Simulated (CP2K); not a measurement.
# LiH (Fm-3m) in CP2K: settings compared, part 2 of 2

CP2K 2026.2. Earlier steps stand in the parts before.

## Step 3: Atomic charges, LDA

File lih_charges.inp:

```
&GLOBAL
  PROJECT lih_charges
  RUN_TYPE ENERGY_FORCE
  PRINT_LEVEL LOW
&END GLOBAL
&FORCE_EVAL
  METHOD QS
  STRESS_TENSOR ANALYTICAL
  &DFT
    BASIS_SET_FILE_NAME BASIS_MOLOPT_UZH
    POTENTIAL_FILE_NAME POTENTIAL_UZH
    &MGRID
      CUTOFF 800
      REL_CUTOFF 60
      NGRIDS 4
    &END MGRID
    &QS
      METHOD GPW
      EPS_DEFAULT 1.0E-9
    &END QS
    &KPOINTS
      SCHEME MONKHORST-PACK 11 11 11
      GAMMA_CENTERED T
      SYMMETRY T
      SYMMETRY_BACKEND SPGLIB
    &END KPOINTS
    &SCF
      SCF_GUESS ATOMIC
      EPS_SCF 1.0E-6
      MAX_SCF 100
      ADDED_MOS 10
      CHOLESKY OFF
      EPS_EIGVAL 1.0E-7
      &DIAGONALIZATION ON
        ALGORITHM STANDARD
      &END DIAGONALIZATION
      &MIXING ON
        METHOD BROYDEN_MIXING
        ALPHA 0.4
        BETA 1.5
        NBUFFER 8
      &END MIXING
      &SMEAR ON
        METHOD FERMI_DIRAC
        ELECTRONIC_TEMPERATURE 580.23
      &END SMEAR
    &END SCF
    &XC
      &XC_FUNCTIONAL
        &LDA_X
        &END LDA_X
        &LDA_C_PW
        &END LDA_C_PW
      &END XC_FUNCTIONAL
    &END XC
    &PRINT
      &KPOINTS ON
      &END KPOINTS
      &MULLIKEN ON
      &END MULLIKEN
      &MO ON
        ENERGIES T
        OCCUPATION_NUMBERS T
        &EACH
          QS_SCF 0
        &END EACH
        ADD_LAST NUMERIC
      &END MO
      &LOWDIN ON
      &END LOWDIN
      &HIRSHFELD ON
        SHAPE_FUNCTION GAUSSIAN
      &END HIRSHFELD
      &VORONOI ON
        VORONOI_RADII UNITY
      &END VORONOI
    &END PRINT
  &END DFT
  &SUBSYS
    &CELL
      ABC 2.8803994732 2.8803994732 2.8803994731
      ALPHA_BETA_GAMMA 59.9999999994 59.9999999993 59.9999999996
      PERIODIC XYZ
    &END CELL
    &COORD
      SCALED
      Li  0.0000000000 0.0000000000 0.0000000000
      H   0.5000000000 0.5000000000 0.5000000000
    &END COORD
    &KIND Li
      BASIS_SET TZVP-MOLOPT-PBE-GTH-q3
      POTENTIAL GTH-PBE-q3
    &END KIND
    &KIND H
      BASIS_SET TZVP-MOLOPT-PBE-GTH-q1
      POTENTIAL GTH-PBE-q1
    &END KIND
    &PRINT
      &ATOMIC_COORDINATES ON
      &END ATOMIC_COORDINATES
      &CELL ON
      &END CELL
    &END PRINT
  &END SUBSYS
  &PRINT
    &FORCES ON
    &END FORCES
    &STRESS_TENSOR ON
    &END STRESS_TENSOR
  &END PRINT
&END FORCE_EVAL
```

Potentials or basis: POTENTIAL_UZH Li GTH-PBE-q3, H GTH-PBE-q1; TZVP-MOLOPT-PBE-GTH basis.

Launch:

```sh
OMP_NUM_THREADS=1 cp2k.psmp -i lih_charges.inp -o lih_charges.out
```

lih_charges.out:

```text

 CP2K| version string:                                       CP2K version 2026.2
 CP2K| Input file name                                           lih_charges.inp

 GLOBAL| Force Environment number                                              1
 GLOBAL| Basis set file name                                    BASIS_MOLOPT_UZH
 GLOBAL| Potential file name                                       POTENTIAL_UZH
 GLOBAL| MM Potential file name                                     MM_POTENTIAL
 GLOBAL| Coordinate file name                                      __STD_INPUT__
 GLOBAL| Method name                                                        CP2K
 GLOBAL| Project name                                                lih_charges
 GLOBAL| Run type                                                   ENERGY_FORCE
 GLOBAL| FFT library                                                       FFTW3
[... 8 lines left out ...]
 GLOBAL| CPU model name                                                  UNKNOWN

 CELL| Volume [angstrom^3]:                                            16.898306
 CELL| Vector a [angstrom]:       2.880     0.000     0.000   |a| =     2.880399
 CELL| Vector b [angstrom]:       1.440     2.494     0.000   |b| =     2.880399
 CELL| Vector c [angstrom]:       1.440     0.831     2.352   |c| =     2.880399
[... 460 lines left out ...]
       2     H        2          1.136239                             -0.136239
 # Total charge                              4.000000                 -0.000000

 ENERGY| Total FORCE_EVAL ( QS ) energy [hartree]             -7.974545931139781

 FORCES| Atomic forces [hartree/bohr]
 FORCES|   Atom     x               y               z               |f|
 FORCES|      1  6.54535785E-16 -8.24980758E-17 -1.83565461E-16   6.84776829E-16
 FORCES|      2 -9.62786490E-16 -2.21019054E-16  7.05122621E-17   9.90342984E-16
 FORCES| Sum    -3.08250705E-16 -3.03517130E-16 -1.13053199E-16
 FORCES| Total atomic force                                       4.47126572E-16

 STRESS| Analytical stress tensor [bar]
 STRESS|                        x                   y                   z
 STRESS|      x       -3.96295948388E+04   4.55985046437E-06  -6.99878765044E-06
 STRESS|      y        4.55985046437E-06  -3.96295948453E+04  -4.91362095851E-06
 STRESS|      z       -6.99878765044E-06  -4.91362095851E-06  -3.96295948338E+04
 STRESS| 1/3 Trace                                            -3.96295948393E+04
 STRESS| Determinant                                          -6.22384684069E+13

 STRESS| Eigenvectors and eigenvalues of the analytical stress tensor [bar]
 STRESS|                        1                   2                   3
 STRESS| Eigenvalues  -3.96295948477E+04  -3.96295948437E+04  -3.96295948265E+04
 STRESS|      x          -0.481815684911      0.675014115807     -0.558757182715
 STRESS|      y           0.875699429599      0.347852350237     -0.334886923356
 STRESS|      z           0.031688401246      0.650657118532      0.758710194560
```

voronoi:

```text
 2
# Step        0,  Time       0.0000 fs
# Cell         2.8803994732        0.0000000000        0.0000000000        1.4401997366        2.4944991168        0.0000000000        1.4401997366        0.8314997056        2.3518363215
# Atom     Z              Radius         Position(X)         Position(Y)         Position(Z)      Voronoi_Volume              Z(eff)              Charge           Dipole(X)           Dipole(Y)           Dipole(Z)     ChargeCenter(X)     ChargeCenter(Y)     ChargeCenter(Z)      Quadrupole(XX)      Quadrupole(XY)      Quadrupole(XZ)      Quadrupole(YX)      Quadrupole(YY)      Quadrupole(YZ)      Quadrupole(ZX)      Quadrupole(ZY)      Quadrupole(ZZ)
     1     3        0.0100000000        0.0000000000        0.0000000000        0.0000000000        8.4491531197        3.0000000000        0.5141921503       -1.4535978253        0.7805769305        0.4949310205        0.0058475872       -0.0031401338       -0.0019910269       -0.0026798208        0.0000018577        0.0000012803        0.0000018577       -0.0026775979       -0.0000007275        0.0000012803       -0.0000007275       -0.0026770468
     2     1        0.0100000000        2.8803994732        1.6629994112        1.1759181607        8.4491531197        1.0000000000       -0.5141921475       -1.6052867867        0.8732195711        0.5771752004        0.0106016055       -0.0057669007       -0.0038117699       -0.0033356931        0.0000019030        0.0000013029        0.0000019030       -0.0033333664       -0.0000007318        0.0000013029       -0.0000007318       -0.0033328007
```

Run time: 36 s. Hardware: 1 thread of Arm Neoverse V1, shared host; peak memory 0.26 GiB.

Results:

```
Free energy            : -216.9984 eV
Pressure               : -4.0 GPa
Band gap on the k mesh : 3.02 eV, direct
Mulliken charges       : Li +0.42; H -0.42 e
Hirshfeld charges      : Li -0.54; H +0.54 e
Voronoi charges        : Li +0.51; H -0.51 e
```

Levels at points of the mesh, in eV from the valence-band top:
| k point | band 1 | band 2 | band 3 | band 4 | band 5 | band 6 | band 7 |
| --- | --- | --- | --- | --- | --- | --- | --- |
| (0.00, 0.00, 0.00) | -43.47 | -5.35 | 15.55 | 20.96 | 20.96 | 20.96 | 50.34 |

Caveat: Hirshfeld charges from Gaussian shapes aren't those from atomic densities; Mulliken charges move with the basis; the potentials were made for another functional, which shifts forces and pressure; an odd mesh through Γ misses points on the zone boundary, where band edges often lie; the basis of atomic orbitals isn't converged, which shifts pressures, moduli and gaps.

## Step 4: Atomic charges, BEEF-vdW

lih_charges.inp: that of step 3 with these lines changed.

```diff
@@ -48,8 +48,12 @@
     &XC
-      &XC_FUNCTIONAL
-        &LDA_X
-        &END LDA_X
-        &LDA_C_PW
-        &END LDA_C_PW
+      &XC_FUNCTIONAL BEEFVDW
       &END XC_FUNCTIONAL
+      &VDW_POTENTIAL
+        POTENTIAL_TYPE NON_LOCAL
+        &NON_LOCAL
+          TYPE LMKLL
+          KERNEL_FILE_NAME vdW_kernel_table.dat
+          CUTOFF 300
+        &END NON_LOCAL
+      &END VDW_POTENTIAL
     &END XC
```

Launch:

```sh
OMP_NUM_THREADS=1 cp2k.psmp -i lih_charges.inp -o lih_charges.out
```

Wall time 44 s (1 thread of Arm Neoverse V1, shared host); peak memory 0.3 GiB.

Results (log left out):

| Property | Result |
| --- | --- |
| Free energy | -223.6552 eV |
| Pressure | -1.0 GPa |
| Band gap on the k mesh | 3.80 eV, direct |
| Mulliken charges | Li +0.55; H -0.55 e |
| Hirshfeld charges | Li -0.49; H +0.49 e |
| Voronoi charges | Li +0.55; H -0.55 e |

Levels at points of the mesh, in eV from the valence-band top:
```tsv
k point	band 1	band 2	band 3	band 4	band 5	band 6
(0.00, 0.00, 0.00)	-45.11	-5.02	15.52	21.37	21.37	21.37
```

Caveat: Hirshfeld charges from Gaussian shapes aren't those from atomic densities; Mulliken charges move with the basis; the potentials were made for another functional, which shifts forces and pressure; an odd mesh through Γ misses points on the zone boundary, where band edges often lie; the basis of atomic orbitals isn't converged, which shifts pressures, moduli and gaps.

## Step 5: Atomic charges, RPBE

lih_charges.inp: that of step 4 with these lines changed.

```diff
@@ -48,12 +48,8 @@
     &XC
-      &XC_FUNCTIONAL BEEFVDW
+      &XC_FUNCTIONAL
+        &GGA_X_RPBE
+        &END GGA_X_RPBE
+        &GGA_C_PBE
+        &END GGA_C_PBE
       &END XC_FUNCTIONAL
-      &VDW_POTENTIAL
-        POTENTIAL_TYPE NON_LOCAL
-        &NON_LOCAL
-          TYPE LMKLL
-          KERNEL_FILE_NAME vdW_kernel_table.dat
-          CUTOFF 300
-        &END NON_LOCAL
-      &END VDW_POTENTIAL
     &END XC
```

Launch:

```sh
OMP_NUM_THREADS=1 cp2k.psmp -i lih_charges.inp -o lih_charges.out
```

Run time: 42 s. Hardware: 1 thread of Arm Neoverse V1, shared host; peak memory 0.26 GiB.

It converged, with:

```
Free energy            : -220.8181 eV
Pressure               : 0.0 GPa
Band gap on the k mesh : 3.56 eV, direct
Mulliken charges       : Li +0.49; H -0.49 e
Hirshfeld charges      : Li -0.51; H +0.51 e
Voronoi charges        : Li +0.54; H -0.54 e
```

Levels at points of the mesh, in eV from the valence-band top:
| k point | band 1 | band 2 | band 3 | band 4 | band 5 | band 6 | band 7 |
| --- | --- | --- | --- | --- | --- | --- | --- |
| (0.00, 0.00, 0.00) | -44.45 | -5.18 | 15.54 | 21.71 | 21.71 | 21.71 | 50.36 |

Caveat: Hirshfeld charges from Gaussian shapes aren't those from atomic densities; Mulliken charges move with the basis; the potentials were made for another functional, which shifts forces and pressure; an odd mesh through Γ misses points on the zone boundary, where band edges often lie; the basis of atomic orbitals isn't converged, which shifts pressures, moduli and gaps.

## Step 6: Atomic charges, optB88-vdW

lih_charges.inp: that of step 5 with these lines changed.

```diff
@@ -49,7 +49,15 @@
       &XC_FUNCTIONAL
-        &GGA_X_RPBE
-        &END GGA_X_RPBE
-        &GGA_C_PBE
-        &END GGA_C_PBE
+        &GGA_X_OPTB88_VDW
+        &END GGA_X_OPTB88_VDW
+        &LDA_C_PW
+        &END LDA_C_PW
       &END XC_FUNCTIONAL
+      &VDW_POTENTIAL
+        POTENTIAL_TYPE NON_LOCAL
+        &NON_LOCAL
+          TYPE DRSLL
+          KERNEL_FILE_NAME vdW_kernel_table.dat
+          CUTOFF 300
+        &END NON_LOCAL
+      &END VDW_POTENTIAL
     &END XC
```

Potentials or basis: POTENTIAL_UZH Li GTH-PBE-q3, H GTH-PBE-q1; TZVP-MOLOPT-PBE-GTH basis.

Launch:

```sh
OMP_NUM_THREADS=1 cp2k.psmp -i lih_charges.inp -o lih_charges.out
```

It took 38 s on 1 thread of Arm Neoverse V1, shared host; peak memory 0.3 GiB.

Results (log left out):

```yaml
Free_energy: -221.4985 eV
Pressure: -1.4 GPa
Band_gap_on_the_k_mesh: 3.70 eV, direct
Mulliken_charges: Li +0.55; H -0.55 e
Hirshfeld_charges: Li -0.50; H +0.50 e
Voronoi_charges: Li +0.55; H -0.55 e
```

Levels at points of the mesh, in eV from the valence-band top:
| k point | band 1 | band 2 | band 3 | band 4 | band 5 | band 6 | band 7 |
| --- | --- | --- | --- | --- | --- | --- | --- |
| (0.00, 0.00, 0.00) | -44.52 | -5.07 | 15.68 | 21.43 | 21.43 | 21.43 | 50.38 |

Caveat: Hirshfeld charges from Gaussian shapes aren't those from atomic densities; Mulliken charges move with the basis; the potentials were made for another functional, which shifts forces and pressure; an odd mesh through Γ misses points on the zone boundary, where band edges often lie; the basis of atomic orbitals isn't converged, which shifts pressures, moduli and gaps.

## Step 7: The runs side by side

```tsv
level	cutoff of the non-local correlation (Ry)	gap on the mesh (eV)	pressure (GPa)
PBE	-	3.39	-1.5
LDA	-	3.02	-4.0
BEEF-vdW	300	3.80	-1.0
RPBE	-	3.56	0.0
optB88-vdW	300	3.70	-1.4
```

Alike in all rows: task atomic charges; potentials or basis POTENTIAL_UZH Li GTH-PBE-q3, H GTH-PBE-q1; TZVP-MOLOPT-PBE-GTH basis; no spin polarisation; cell as given; k mesh 11 × 11 × 11; smearing fermi-dirac 0.05 eV.

Caveats: an odd mesh through Γ misses points on the zone boundary, where band edges often lie; the basis of atomic orbitals isn't converged, which shifts pressures, moduli and gaps; the potentials were made for another functional, which shifts forces and pressure (some runs).

Absolute energies hang on the potentials; compare differences alone.
